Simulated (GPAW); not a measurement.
Wanted: an ASE script for a GPAW 26.7.0 run.

* Task: single point
* Functional: PBE
* Potentials or basis: GPAW PAW data sets (gpaw-data 1.2.1)
* Cutoff: 600 eV
* Basis: pw
* k mesh: 9 × 9 × 9
* Occupations: gaussian, width 0.021 eV
* Spin: no spin polarisation
* Maxiter: 150

The structure of Pb lies in POSCAR:

```
Pb
1.0
    0.0000000000      2.4750200000      2.4750200000
    2.4750200000      0.0000000000      2.4750200000
    2.4750200000      2.4750200000      0.0000000000
Pb
1
Direct
    0.0000000000      0.0000000000      0.0000000000
```

The input as run:

run.py

```python
from ase.dft.bandgap import bandgap
from ase.io import read, write
from ase.units import GPa
from gpaw import GPAW, PW

atoms = read('POSCAR')

calc = GPAW(mode=PW(600),
            xc='PBE',
            kpts={'size': (9, 9, 9), 'gamma': True},
            occupations={'name': 'methfessel-paxton', 'order': 0, 'width': 0.020999999999999998},
            nbands=14,
            convergence={'density': 1e-05, 'energy': 1e-05},
            maxiter=150,
            txt='gpaw.txt')
atoms.calc = calc
energy = atoms.get_potential_energy()
forces = atoms.get_forces()
stress = atoms.get_stress()
calc.write('gs.gpw')
write('result.traj', atoms)
print(f'Energy: {energy:.6f} eV')
print('Forces (eV/A):')
print(forces.round(4))
print('Stress (GPa):', (stress / GPa).round(3))
print('Fermi level:', round(calc.get_fermi_level(), 4), 'eV')
print(f'Gap: {bandgap(calc)[0]:.4f} eV, direct: {bandgap(calc, direct=True)[0]:.4f} eV')
```

Potentials or basis: GPAW PAW data sets (gpaw-data 1.2.1), pw.

Run with:

```sh
$ OMP_NUM_THREADS=1 python run.py
```

It gave:

```
Pressure               : 2.0 GPa
Band gap on the k mesh : none (metal or under the smearing width)
```

Run time: 7.2 s on 1 thread of Arm Neoverse V1, on a shared host, peak memory 0.14 GiB.
